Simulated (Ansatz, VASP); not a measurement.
## Two plane-wave programs on HfSi

```
Hf Si
1.0
     0.00000    2.71000    2.71000
     2.71000    0.00000    2.71000
     2.71000    2.71000    0.00000
Hf Si
1 1
Direct
  0.00000 0.00000 0.00000
  0.50000 0.50000 0.50000
```

The cell comes from a database or a generator and needn't be the stable form of this composition.

Alike in both runs: task single point; functional PBEsol; k mesh 6 × 6 × 6; occupations gaussian, width 0.05 eV; no spin polarisation.

|  | VASP | Ansatz |
| --- | --- | --- |
| version | VASP 6.6.1 | Ansatz 0.2.0 |
| potentials or method | VASP PAW PBE potentials, release 64 (Hf_pv, Si) | scalar-relativistic, plane waves, PAW |
| plane-wave cutoff (eV) | 520 | 420 |
| valence electrons in the cell | 14 | 30 |

```csv
,VASP,Ansatz,Ansatz less VASP
gap on the k mesh at the Fermi level (eV),none,none,-
pressure (GPa),-7.8,-7.8,0.00
```

A gap of «none» marks a metal or a gap that the smearing closes. The functional is the same, so the differences come from potentials, cutoffs and numerics. The two sets of potentials don't hold the same shells in valence.

Caveats: the PAW data sets were made with another functional, which shifts forces and pressure a little (VASP). Spin-orbit coupling is left out, which matters for the levels of Hf.
